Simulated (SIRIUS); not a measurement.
The system is MoS2.

```xyz
3
Lattice="1.5800 0.9122 6.1500 -1.5800 0.9122 6.1500 0.0000 -1.8244 6.1500" Properties=species:S:1:pos:R:3 pbc="T T T"
Mo    0.0000    0.0000    0.0000
S     0.0000    0.0000    7.6936
S     0.0000    0.0000    4.6125
```

Measurements of this composition are mostly on another form, of space group No. 194.

Program: SIRIUS 7.10.0. Alike in all runs: task single point; no spin polarisation; cell as given; smearing fermi-dirac 0.05 eV. Hardware: 1 thread of Arm Neoverse V2, with other jobs on the host.

Order these runs on this cell by their wall time, lowest first.
A. level PBE; potentials or basis GBRV 1.5 PBE (ultrasoft); k mesh 7 × 7 × 7; cutoff (eV) 557
B. level PBE; potentials or basis PseudoDojo 0.4.1 PBE standard (scalar relativistic); k mesh 7 × 7 × 7; cutoff (eV) 1102; radial cutoff for the potentials' integrals 6.5 bohr; pseudo rcut 6.5 bohr
C. level PBEsol; potentials or basis PseudoDojo 0.4.1 PBEsol standard (scalar relativistic); k mesh 10 × 10 × 10; cutoff (eV) 1102; radial cutoff for the potentials' integrals 6.5 bohr; pseudo rcut 6.5 bohr

A (96 s), B (240 s), C (660 s).

Not every run made on this cell is shown here.
